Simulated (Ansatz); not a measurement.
# Ge: the cost of one run

Computed with Ansatz 0.2.0 (DFT PBEsol, scalar-relativistic, plane waves, PAW, unless a step's input says otherwise).

3 further runs of the same task are left out: 3 set aside as unsound or not needed.

## Step 1: The structure to begin with

It takes space group P6_3/mmc (No. 194, hexagonal). The conventional cell has a = 3.997 Å, b = 3.997 Å, c = 6.598 Å, α = 90.00°, β = 90.00°, γ = 120.00°. Ge (site symmetry 3m) is surrounded by 4 Ge at 2.45 to 2.47 Å.

As a file:

```cif
data_structure
_symmetry_space_group_name_H-M 'P 1'
_symmetry_Int_Tables_number 1
_cell_length_a 3.9968
_cell_length_b 3.9968
_cell_length_c 6.5980
_cell_angle_alpha 90.000
_cell_angle_beta 90.000
_cell_angle_gamma 120.000
_cell_volume 91.28
loop_
_atom_site_label
_atom_site_type_symbol
_atom_site_fract_x
_atom_site_fract_y
_atom_site_fract_z
_atom_site_occupancy
Ge1 Ge 0.66667 0.33333 0.06301 1
Ge2 Ge 0.33333 0.66667 0.56301 1
Ge3 Ge 0.66667 0.33333 0.43699 1
Ge4 Ge 0.33333 0.66667 0.93699 1
```

It goes back to an entry of the Materials Project, which need not be the stable form.

It is the result of an earlier relaxation at this level (volume 22.82 Å³/atom; gap on the mesh: none (metal)).

## Step 2: The cell under 3 GPa

At a set pressure the run lowers the enthalpy E + PV, so the energy alone may rise along the way.

The input, input.yaml:

```yaml
crystal:
  lattice:
    - [3.996842124, 0.0, 0.0]
    - [-1.998421062, 3.4613668143, 0.0]
    - [0.0, 0.0, 6.5980190576]
  atoms:
    - { symbol: Ge, position: [0.6666666667, 0.3333333333, 0.0630090266] }
    - { symbol: Ge, position: [0.3333333333, 0.6666666667, 0.5630090266] }
    - { symbol: Ge, position: [0.6666666667, 0.3333333333, 0.4369909734] }
    - { symbol: Ge, position: [0.3333333333, 0.6666666667, 0.9369909734] }
basis:
  ecutwfc: 420
kpoints:
  mp_grid: { grid: [12, 12, 6] }
hamiltonian:
  xc: pbesol
scf:
  occupations: { method: fermi_dirac, width: 0.15 }
output:
  forces: true
  stress: true
  eigenvalues: true
  write_density: true
  write_potential: true
  elf: true
  volumetric_format: npy
relax:
  adjacent_minimum: "off"
  f_tol: 0.001
  max_steps: 60
  cell: { stress_tol: 0.02, p_target: 3.0 }
```

Run with:

```sh
$ ansatz run input.yaml --threads 1 --pin off --max-ram 3072MiB --backend cpu --events-out ev --progress --plain --runs-dir out
```

Q: Estimate wall time and peak memory on 1 thread of AMD EPYC 7R43 (Zen 3), shared host.

About 72 s, with a peak of 0.52 GiB.
